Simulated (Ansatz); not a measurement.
# Pt: the cost of one run

Program: Ansatz 0.2.0. Level of theory: DFT PBEsol, scalar-relativistic, plane waves, PAW. These are calculated values, not measurements.

The COD entry's cell or inner coordinates are ideal or old and differ from later refinements, so a difference from it is no clean test against experiment.

2 further runs of the same task are left out: 2 set aside as unsound or not needed.

## (1) The starting structure

It takes space group Fm-3m (No. 225, cubic). The conventional cell has a = 3.918 Å, b = 3.918 Å, c = 3.918 Å, α = 90.00°, β = 90.00°, γ = 90.00°. Around Pt (site symmetry m-3m) lie 12 Pt at 2.77 Å.

As a file:

```cif
data_structure
_symmetry_space_group_name_H-M 'P 1'
_symmetry_Int_Tables_number 1
_cell_length_a 2.7705
_cell_length_b 2.7705
_cell_length_c 2.7705
_cell_angle_alpha 60.000
_cell_angle_beta 60.000
_cell_angle_gamma 60.000
_cell_volume 15.04
loop_
_atom_site_label
_atom_site_type_symbol
_atom_site_fract_x
_atom_site_fract_y
_atom_site_fract_z
_atom_site_occupancy
Pt1 Pt 0.00000 0.00000 0.00000 1
```

It is the result of an earlier relaxation at this level (volume 15.04 Å³/atom; gap on the mesh: none (metal)).

## (2) Cutting the slab

Planes are indexed in the bulk's conventional cell (Fm-3m (No. 225)), a = 3.918 Å, b = 3.918 Å, c = 3.918 Å, α = 90.00°, β = 90.00°, γ = 90.00°.

A (110) slab, 6.9 Å thick as cut, with 17 Å of vacuum; its outer planes are Pt (top) and Pt (bottom).

The slab as cut. Layers, bottom to top:

```csv
plane,atoms per cell,height over the lowest (Å)
1,Pt,0.00
2,Pt,1.39
3,Pt,2.77
4,Pt,4.16
5,Pt,5.54
6,Pt,6.93
```

## (3) The clean surface, relaxed

Contents of input.yaml:

```yaml
crystal:
  lattice:
    - [2.7704872837, 0.0, 0.0]
    - [0.0, 3.9180606911, 0.0]
    - [0.0, 0.0, 23.9262182094]
  atoms:
    - { symbol: Pt, position: [0.5, 0.5, 0.355258818] }
    - { symbol: Pt, position: [0.0, 0.0, 0.4131552908] }
    - { symbol: Pt, position: [0.5, 0.5, 0.4710517636] }
    - { symbol: Pt, position: [0.0, 0.0, 0.5289482364] }
    - { symbol: Pt, position: [0.5, 0.5, 0.5868447092] }
    - { symbol: Pt, position: [0.0, 0.0, 0.644741182] }
basis:
  ecutwfc: 420
kpoints:
  mp_grid: { grid: [10, 7, 1] }
hamiltonian:
  xc: pbesol
scf:
  occupations: { method: gaussian, width: 0.1 }
output:
  forces: true
  eigenvalues: true
relax:
  adjacent_minimum: "off"
  f_tol: 0.03
  max_steps: 70
  constraints: [{ sites: [0, 1, 2] }]
efield:
  axis: 3
  dipole_correction: true
  ramp_width: 0.04
```

On the command line:

```bash
> ansatz run input.yaml --threads 2 --pin off --max-ram 5120MiB --backend cpu --events-out ev --progress --plain --runs-dir out
```

What time and memory should one allow on 2 threads of Intel Xeon at 2.70GHz, shared host?

About 83 s, with a peak of 0.69 GiB.
